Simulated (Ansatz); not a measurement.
Mg:

```
CELL_PARAMETERS angstrom
3.20930 0.00000 0.00000
-1.60465 2.77934 0.00000
0.00000 0.00000 5.21030
ATOMIC_POSITIONS crystal
Mg 0.66667 0.33333 0.75000
Mg 0.33333 0.66667 0.25000
```

| Quantity | Value |
| --- | --- |
| Program | Ansatz 0.2.0 |
| Task | relaxation of cell and atoms |
| Functional | revPBE |
| Potentials or basis | Ansatz PAW |
| Cutoff | 420 eV (not typed: the program's choice for these potentials) |
| k mesh | 10 × 10 × 5 |
| Occupations | fermi-dirac, width 0.05 eV |
| Spin | no spin polarisation |

At the start: volume 23.24 Å³/atom.

Problem. Where does the relaxation end?

Solution. It ends after 5 steps and the volume is 23.65 Å³/atom (+1.8 %); space group P6_3/mmc (No. 194, to 0.05 Å).

Step by step:
| step | energy change (eV) | largest force (eV/Å) | volume (Å³) |
| --- | --- | --- | --- |
| 1 | 0.0000 | 0.0000 | 46.47 |
| 2 | -0.0037 | 0.0000 | 47.06 |
| 3 | -0.0060 | 0.0000 | 47.33 |
| 4 | -0.0060 | 0.0000 | 47.30 |
| 5 | -0.0060 | 0.0000 | 47.30 |

Final structure:
```yaml
crystal:
  lattice:
    - [3.19651, 0.00000, 0.00000]
    - [-1.59826, 2.76826, 0.00000]
    - [0.00000, 0.00000, 5.34514]
  atoms:
    - { symbol: Mg, position: [0.66667, 0.33333, 0.75000] }
    - { symbol: Mg, position: [0.33333, 0.66667, 0.25000] }
```

Caveat: the plane-wave basis is chosen anew once the cell has moved, so the energies of steps on either side of that aren't comparable; the PAW data sets come from PBE, with cores solved anew for the run's functional, which leaves a small shift of forces and pressure.
